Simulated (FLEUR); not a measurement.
**Sb in FLEUR: convergence with Kmax**

Input of the first run (Kmax 2.6); the others differ in this setting and in those tied to it:

File inp.xml:

```xml
<?xml version="1.0" encoding="UTF-8" standalone="no"?>
<fleurInput fleurInputVersion="0.39">
   <comment>
      Sb                                                                                                  
   </comment>
   <calculationSetup>
      <cutoffs Kmax="2.6" Gmax="16.5" GmaxXC="16.5" numbands="0"/>
      <scfLoop itmax="60" minDistance="0.00001" maxIterBroyd="15" imix="Anderson" alpha="0.05" precondParam="0.0" spinf="2.0" sdNocoIR="T"/>
      <coreElectrons ctail="T" frcor="F" kcrel="0" coretail_lmax="0"/>
      <xcFunctional name="pbe" relativisticCorrections="F"/>
      <magnetism jspins="1"/>
      <soc l_soc="F" theta="0.0" phi="0.0" spav="F"/>
      <expertModes spex="0" secvar="F"/>
      <geometryOptimization l_f="T" forcealpha="1.0" forcemix="BFGS" epsdisp="0.0005" epsforce="0.0002"/>
      <ldaU l_linMix="F" mixParam="0.05" spinf="1.0"/>
   </calculationSetup>
   <cell>
      <bzIntegration valenceElectrons="21.0" mode="hist" fermiSmearingEnergy="0.00183747">
         <kPointListSelection listName="default-1"/>
         <!-- k-points included here -->
         <xi:include xmlns:xi="http://www.w3.org/2001/XInclude" href="kpts.xml"> </xi:include>
      </bzIntegration>
      <!-- symmetry operations included here -->
      <xi:include xmlns:xi="http://www.w3.org/2001/XInclude" href="sym.xml"> </xi:include>
      <bulkLattice scale="1.0">
         <bravaisMatrix>
            <row-1>   -3.5363217608732280     3.5363217608732280     3.5363217608732280</row-1>
            <row-2>    3.5363217608732280    -3.5363217608732280     3.5363217608732280</row-2>
            <row-3>    3.5363217608732280     3.5363217608732280    -3.5363217608732280</row-3>
         </bravaisMatrix>
      </bulkLattice>
   </cell>
   <atomSpecies>
      <species name="Antimony (Sb)" element="Sb" atomicNumber="51">
         <mtSphere radius="2.66" gridPoints="879" logIncrement="0.015"/>
         <atomicCutoffs lmax="10" lnonsphr="10"/>
         <electronConfig flipSpins="F">
            <coreConfig>(1s1/2) (2s1/2) (2p1/2) (2p3/2) (3s1/2) (3p1/2) (3p3/2) (4s1/2) (3d3/2) (3d5/2)</coreConfig>
            <valenceConfig>(4p1/2) (4p3/2) (5s1/2) (4d3/2) (4d5/2) (5p1/2) (5p3/2)</valenceConfig>
            <stateOccupation state="(5p1/2)" spinUp="0.500000" spinDown="0.500000"/>
            <stateOccupation state="(5p3/2)" spinUp="1.000000" spinDown="1.000000"/>
         </electronConfig>
         <energyParameters s="5" p="5" d="5" f="4"/>
         <lo type="SCLO" l="1" n="4" eDeriv="0"/>
         <lo type="SCLO" l="1" n="4" eDeriv="1"/>
         <lo type="SCLO" l="2" n="4" eDeriv="0"/>
         <lo type="SCLO" l="2" n="4" eDeriv="1"/>
         <lo type="SCLO" l="0" n="5" eDeriv="2"/>
         <lo type="SCLO" l="3" n="4" eDeriv="2"/>
      </species>
   </atomSpecies>
   <atomGroups>
      <atomGroup species="Antimony (Sb)">
         <relPos label="                   1">.0000000000 .0000000000 .0000000000</relPos>
         <force calculate="T" relaxXYZ="TTT"/>
      </atomGroup>
   </atomGroups>
   <output dos="F" band="F" slice="F">
      <checks vchk="F" cdinf="F"/>
      <bandDOS minEnergy="-.5*Htr" maxEnergy="0.5*Htr" sigma="0.015" storeEVData="T"/>
      <vacuumDOS vacdos="F" integ="F" star="F" nstars="0" locx1="0.0" locy1="0.0" locx2="0.0" locy2="0.0" nstm="0" tworkf="0.0"/>
      <unfoldingBand unfoldBand="F" supercellX="1" supercellY="1" supercellZ="1"/>
      <plotting iplot="0" polar="F">
         <plot TwoD="T" vec1="  1.0  0.0  0.0" vec2="  0.0  1.0  0.0" vec3="  0.0  0.0  1.0" zero="  0.0  0.0  0.0" file="plot"/>
      </plotting>
      <chargeDensitySlicing numkpt="0" minEigenval="0.0" maxEigenval="0.0" nnne="0" pallst="F"/>
      <specialOutput eonly="F"/>
      <moessbauerParams electricFieldGradient="T" isomerShift="T" coreHyperfine="T" valenceHyperfine="T"/>
      <magneticCircularDichroism mcd="F" energyLo="-10.0" energyUp="0.0"/>
   </output>
  <!-- We include the file relax.xml here to enable relaxations (see documentation) -->
  <xi:include xmlns:xi="http://www.w3.org/2001/XInclude" href="relax.xml"> <xi:fallback/> </xi:include>
</fleurInput>
```

crystal.txt

```
Sb
&input cartesian=F /
-1.8713408863  1.8713408863  1.8713408863
1.8713408863  -1.8713408863  1.8713408863
1.8713408863  1.8713408863  -1.8713408863
1.8897261246
1.0 1.0 1.0

1
51 0.0000000000  0.0000000000  0.0000000000

&kpt div1=8 div2=8 div3=8 gamma=T /
```

Potentials or basis: all-electron, FLAPW.

The run is started by

```bash
$ inpgen -f crystal.txt -profile fastHighL
$ # inp.xml edited to the form shown
$ fleur_MPI
```

This isn't the form of Sb at room conditions, which is rhombohedral.

Hardware: 1 thread of Arm Neoverse V1 (shared host).

Task: The values tried are 2.6, 3, 3.4, 3.8, 4.2, 4.6, 5, 5.5, loosest first. From which on does the energy stay within 1 meV/atom of the tightest run that finished?

Result: From 4.2 on.

```
Kmax  energy less the tightest run, at zero smearing (meV/atom)  SCF cycles  CPU time (s)  peak memory (GiB)
 2.6                                                     317.64          12            13               0.07
   3                                                      79.92          12            14               0.07
 3.4                                                      17.28          12            16               0.07
 3.8                                                       3.37          12            17               0.07
 4.2                                                       0.57          12            19               0.07
 4.6                                                       0.08          12            26               0.07
   5                                                       0.01          12            32               0.07
 5.5                                                       0.00          12            43               0.07
```

The tightest run that finished is the yardstick and may itself not be fully converged.

Caveat, for the tightest run too: the cutoff is high for the widest sphere, where the basis turns nearly dependent and energies can drift low. The run has no spin-orbit coupling, so splittings on Sb are missing.
